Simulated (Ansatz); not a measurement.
## Varying the input for Ag

All trials start from this Ansatz input:

```yaml
crystal:
  lattice:
    - [2.9222991408, 0.0, 0.0]
    - [-1.4611495704, 2.5307852934, 0.0]
    - [0.0, 0.0, 4.70166181]
  atoms:
    - { symbol: Ag, position: [0.33333333, 0.66666667, 0.25] }
    - { symbol: Ag, position: [0.66666667, 0.33333333, 0.75] }
basis:
  ecutwfc: 420
kpoints:
  mp_grid: { grid: [6, 6, 4] }
hamiltonian:
  xc: pbe
scf:
  occupations: { method: gaussian, width: 0.1 }
output:
  forces: true
  stress: true
  eigenvalues: true
```

Command:

```bash
ansatz run input.yaml --threads 1 --pin off --max-ram 1331MiB --backend cpu --events-out ev --progress --plain --runs-dir out
```

The run converges in 6 SCF iterations on 21 irreducible k-points: pressure 3.50 GPa, no gap.

These settings were drawn at random to show what each does; none of the numbers is a converged property of the crystal. Each trial's input is given as a difference from the reference's; energies are extrapolated to zero smearing where there is one, and pressure is positive in compression. Charged cells sit in a uniform background, and their pressures hang on that convention.

Trial 1:

```diff
+total_charge: 1
 kpoints:
-  mp_grid: { grid: [6, 6, 4] }
+  mp_grid: { grid: [4, 7, 1], shift: [0.5, 0.5, 0] }
```

What happens?

The run converges in 8 SCF iterations on 14 irreducible k-points: pressure 2.68 GPa (with the neutralising background of the charged cell), largest force 0.034 eV/Å, no gap. It warns that the mesh lowers the symmetry.

Trial 2 (Cartesian positions):

```diff
 crystal:
   atoms:
-    - { symbol: Ag, position: [0.33333333, 0.66666667, 0.25] }
-    - { symbol: Ag, position: [0.66666667, 0.33333333, 0.75] }
+    - { symbol: Ag, position: [0.0, 1.6872, 1.1754] }
+    - { symbol: Ag, position: [1.4611, 0.8436, 3.5262] }
 basis:
-  ecutwfc: 420
+  ecutwfc: 160
+  ecutrho_ratio: 4
 kpoints:
-  mp_grid: { grid: [6, 6, 4] }
+  mp_grid: { grid: [3, 3, 1], shift: [0.78, 0.95, 0.51] }
 hamiltonian:
-  xc: pbe
+  xc: r2scan
+  dispersion: rvv10
 scf:
-  occupations: { method: gaussian, width: 0.1 }
+  occupations: { method: tetrahedron }
+  max_iter: 55
```

How does this run end?

The run converges in 10 SCF iterations on 9 irreducible k-points: pressure 32.83 GPa (unreliable at so low a cutoff), largest force 13.147 eV/Å (unreliable too), no gap. It warns that the printed bands weren't solved further after the SCF; that the cutoff lies under the recommended one, 500 eV for these potentials; that forces and stress under tetrahedra may miss the energy's slope.

Trial 3:

```diff
 basis:
-  ecutwfc: 420
+  ecutwfc: "9 Ha"
 kpoints:
-  mp_grid: { grid: [6, 6, 4] }
+  mp_grid: { grid: [6, 6, 2] }
 scf:
-  occupations: { method: gaussian, width: 0.1 }
+  occupations: { method: methfessel_paxton, width: 0.0011 }
+  n_extra_bands: 5
+  eigensolver: { mixed_precision: false }
+  max_iter: 20
+magnetization:
+  spin_polarized: true
+  initial_magnetization: 1.0
```

What happens?

The run converges in 13 SCF iterations on 14 irreducible k-points: energy 1.51 eV per atom above the reference, pressure 6.67 GPa (unreliable at so low a cutoff), no gap, cell moment 0.03 μB. It warns that the cutoff lies under the recommended one, 420 eV for these potentials; that the starting moments were lost; that the state wasn't tested for a lower one.

Trial 4 (volume scaled):

```diff
 crystal:
   lattice:
-    - [2.9222991408, 0.0, 0.0]
-    - [-1.4611495704, 2.5307852934, 0.0]
-    - [0.0, 0.0, 4.70166181]
+    - [3.1729361075, 0.0, 0.0]
+    - [-1.5864680538, 2.7478432737, 0.0]
+    - [0.0, 0.0, 5.1049094577]
 hamiltonian:
-  xc: pbe
+  xc: lda
 scf:
+  self_checks: high
 output:
-  forces: true
-  stress: true
+  forces: false
+  stress: false
+magnetization:
+  spin_polarized: true
```

What happens?

The run converges in 11 SCF iterations on 21 irreducible k-points: no gap, cell moment 0.00 μB. It warns that no starting moments were given.

Trial 5:

```diff
 basis:
+  ecutrho_ratio: 2
 scf:
+  max_iter: 83
```

How does this run end?

The run converges in 6 SCF iterations on 21 irreducible k-points: energy 0.36 meV per atom above the reference, pressure 3.49 GPa, no gap. It warns that the density cutoff lies under the recommended one.

Trial 6 (atoms moved):

```diff
 crystal:
   atoms:
-    - { symbol: Ag, position: [0.33333333, 0.66666667, 0.25] }
-    - { symbol: Ag, position: [0.66666667, 0.33333333, 0.75] }
+    - { symbol: Ag, position: [0.2949653003, 0.6655888398, 0.2476290959] }
+    - { symbol: Ag, position: [0.7192996229, 0.3283114398, 0.7569972214] }
 basis:
-  ecutwfc: 420
+  ecutwfc: "31 Ry"
 kpoints:
-  mp_grid: { grid: [6, 6, 4] }
+  mp_grid: { grid: [3, 3, 1], shift: [0.25, 0.25, 0.25] }
 scf:
+  mixing: { algorithm: anderson, preconditioner: kerker }
+  max_iter: 92
```

What happens?

The run converges in 6 SCF iterations on 9 irreducible k-points: energy 189 meV per atom above the reference, pressure 5.57 GPa, largest force 0.418 eV/Å, no gap.

Trial 7:

```diff
-basis:
-  ecutwfc: 420
+basis: {}
 kpoints:
-  mp_grid: { grid: [6, 6, 4] }
+  mp_grid: { grid: [3, 3, 1] }
 scf:
+  lower_state_search: "off"
+  mixing: { beta: 0.068, ndim: 12 }
+  initial_density: { chi_scale: 0, normalization: atom }
+  max_iter: 20
+accuracy: medium
```

How does this run end?

The run converges in 7 SCF iterations on 3 irreducible k-points: energy 74.5 meV per atom below the reference, pressure 1.56 GPa, no gap.

Trial 8:

```diff
 basis:
-  ecutwfc: 420
+  ecutwfc: 380
 kpoints:
-  mp_grid: { grid: [6, 6, 4] }
+  mp_grid: { grid: [3, 3, 1] }
```

What happens?

The run converges in 6 SCF iterations on 3 irreducible k-points: energy 73.7 meV per atom below the reference, pressure 1.61 GPa, no gap. It warns that the cutoff lies under the recommended one, 420 eV for these potentials.